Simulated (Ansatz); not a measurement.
**W: pressure up to the limit of the methods**

Aim: compress W (beta tin type) step by step, far beyond the usual range, and follow pressure and electronic structure. Methods of the runs shown: PAW.

Program: Ansatz 0.2.0. Level of theory: DFT PBE, with the methods named in each step. These are calculated values, not measurements.

3 further runs of the same task are left out: 3 that didn't finish.

**1. The system as given**

The structure is tetragonal, space group I4_1/amd (No. 141). Conventional cell: a = 4.945 Å, b = 4.945 Å, c = 2.720 Å, α = 90.00°, β = 90.00°, γ = 90.00°. W (site symmetry -4m2) is surrounded by 6 W at 2.56 to 2.72 Å.

As a file:

```
CELL_PARAMETERS angstrom
-2.47264 2.47264 1.35995
2.47264 -2.47264 1.35995
2.47264 2.47264 -1.35995
ATOMIC_POSITIONS crystal
W 0.62500 0.87500 0.75000
W 0.37500 0.12500 0.25000
```

Whether this phase is the stable one at these pressures isn't tested.

Atoms are numbered in the order of the input: W1, W2.

**2. Cell relaxed at zero pressure, PAW**

input.yaml reads:

```yaml
crystal:
  lattice:
    - [-2.4726398429, 2.4726398429, 1.3599519136]
    - [2.4726398429, -2.4726398429, 1.3599519136]
    - [2.4726398429, 2.4726398429, -1.3599519136]
  atoms:
    - { symbol: W, position: [-0.375, -0.125, -0.25] }
    - { symbol: W, position: [0.375, 0.125, 0.25] }
kpoints:
  mp_grid: { grid: [16, 16, 16] }
scf:
  occupations: { method: fermi_dirac, width: 0.05 }
hamiltonian:
  xc: pbe
  pseudopotentials: { kind: paw }
output:
  forces: true
  stress: true
relax:
  f_tol: 0.005
  max_steps: 40
  cell: {}
```

Command:

```
$ ansatz run input.yaml --threads 1 --pin off --max-ram 2048MiB --backend cpu --events-out ev --progress --plain --runs-dir out
```

After this run come: Volume scaled by 1, PAW; Shape and atoms relaxed at 0.92 of the volume, PAW; Volume scaled by 0.92, PAW; Shape and atoms relaxed at 0.84 of the volume, PAW; Volume scaled by 0.84, PAW; Shape and atoms relaxed at 0.76 of the volume, PAW; Volume scaled by 0.76, PAW; Volume scaled by 0.76, PAW (level accurate); Shape and atoms relaxed at 0.68 of the volume, PAW; Volume scaled by 0.68, PAW; Shape and atoms relaxed at 0.6 of the volume, PAW; Volume scaled by 0.6, PAW; Volume scaled by 0.6, PAW (core large); Shape and atoms relaxed at 0.52 of the volume, PAW; Volume scaled by 0.52, PAW; Shape and atoms relaxed at 0.45 of the volume, PAW; Volume scaled by 0.45, PAW; Volume scaled by 0.45, PAW (partial_waves polarizable).

What does the calculation give? Wanted: PAW pressure at 0.45 of the volume; PAW; fitted bulk modulus at zero pressure.

The runs gave:

| quantity | value |
| --- | --- |
| PAW pressure at 0.45 of the volume | 934.2 GPa |
| PAW (partial_waves polarizable) pressure at 0.45 of the volume | 934.2 GPa |
| fitted bulk modulus at zero pressure (PAW) | 230 GPa |
| its pressure derivative | 4.03 |

At 0.45 of the starting volume PAW gives 934 GPa. One third-order Birch-Murnaghan curve follows these points (B₀ = 230 GPa, B′ = 4.03, misfit at most 1.51 GPa). A fit over so wide a range leans to the high pressures, so B₀ can be off by several per cent. No all-electron run checks these rows here, and frozen cores can fail under such compression. The ions are at rest, and the electrons smeared by 0.05 eV. Spin-orbit coupling is left out, though the cell holds W; in elements this heavy it can shift bands and gaps by tenths of an eV.
